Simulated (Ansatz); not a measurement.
## Pressure against volume in LiF

It was reached by relaxing an invented guess, and it needn't be the stable form of this composition.

Method: DFT PBE, scalar-relativistic, plane waves, PAW in Ansatz 0.2.0. Cutoff 420 eV, Γ-centred 4×4×8 mesh (8-atom cell), Gaussian smearing of 0.02 eV, no spin polarisation.

```yaml
crystal:
  lattice:
    - [5.38376, 0.00000, 0.00000]
    - [0.00000, 5.38376, 0.00000]
    - [0.00000, 0.00000, 2.82131]
  atoms:
    - { symbol: Li, position: [0.66329, 0.33671, 0.25000] }
    - { symbol: Li, position: [0.33671, 0.66329, 0.75000] }
    - { symbol: Li, position: [0.16329, 0.16329, 0.00000] }
    - { symbol: Li, position: [0.83671, 0.83671, 0.50000] }
    - { symbol: F, position: [0.83117, 0.16883, 0.75000] }
    - { symbol: F, position: [0.16883, 0.83117, 0.25000] }
    - { symbol: F, position: [0.33117, 0.33117, 0.50000] }
    - { symbol: F, position: [0.66883, 0.66883, 0.00000] }
```

The cell was set to several volumes, with shape and atoms relaxed at each where symmetry leaves them free. Pressure is positive in compression, and energies count from the lowest row.

| row | V (Å³/atom) | P (GPa) | ΔE (meV/atom) | gap on mesh (eV) |
| --- | --- | --- | --- | --- |
| 1 | 8.995 | 8.82 | 30.3 | 8.04 |
| 2 | 9.302 | ? | ? | ? |
| 3 | 9.609 | 3.74 | 6.8 | 7.69 |
| 4 | 9.915 | 1.74 | 1.6 | 7.53 |
| 5 | 10.222 | 0.02 | 0.0 | 7.37 |
| 6 | 10.529 | -1.45 | 1.4 | 7.23 |
| 7 | 10.835 | -2.71 | 5.4 | 7.09 |
| 8 | 11.244 | -4.12 | 14.2 | 6.92 |

Question: Find B = −V·ΔP/ΔV from rows 4 and 6 and from rows 1 and 3, and from the two its slope B′ and its value B0 at zero pressure.

Answer: Rows 4 and 6 give −(9.915 + 10.529)/2 × (-1.45 − (1.74))/(10.529 − 9.915) = 53.1 GPa at a mean pressure of 0.15 GPa. Rows 1 and 3 give −(8.995 + 9.609)/2 × (3.74 − (8.82))/(9.609 − 8.995) = 77.0 GPa at a mean pressure of 6.28 GPa. So B′ = (77.0 − 53.1)/(6.28 − (0.15)) = 3.90 and B0 = 53.1 − 3.90 × (0.15) = 52.5 GPa. A third-order Birch–Murnaghan fit to all the energies gives B0 = 52.8 GPa and B′ = 4.1.

Question: Estimate the pressure and energy of row 2.

Answer: From row 5, V0 = 10.222 × (1 + (0.02)/52.5) = 10.226 Å³/atom. Murnaghan's form P = (B0/B′)·[(V0/V)^B′ − 1] gives (52.5/3.90) × [(10.226/9.302)^3.90 − 1] = 6.01 GPa; the computed pressure is 6.08 GPa, so the estimate is off by -0.07 GPa. The work of compression from row 3, with the mean of the two pressures, gives ΔE = 6.8 + (6.01 + 3.74)/2 × (9.609 − 9.302)/160.2 × 1000 = 16.1 meV/atom (1 eV/Å³ = 160.2 GPa); the computed value is 16.2 meV/atom.

Question: Fit the gap against pressure through the other rows and estimate it at the computed pressure of row 2.

Answer: Over the 7 rows the mean pressure is 0.8629 GPa and the mean gap is 7.410 eV. The sums of products of deviations are S_xx = 116 and S_xy = 9.959, so the slope is 9.959/116 = 0.08585 (r = 0.99, rms misfit 0.04 eV). At 6.08 GPa the line gives 7.410 + (0.08585) × (6.08 − 0.8629) = 7.86 eV. The computed value is 7.86 eV, so the line is off by 0.00 eV, no more than the largest miss among the fitted rows (0.06 eV).

Kohn–Sham gaps at this level usually fall short of measured ones. All volumes keep the k mesh of the relaxed cell. Symmetry constrained the relaxation, so the result can be a saddle point.
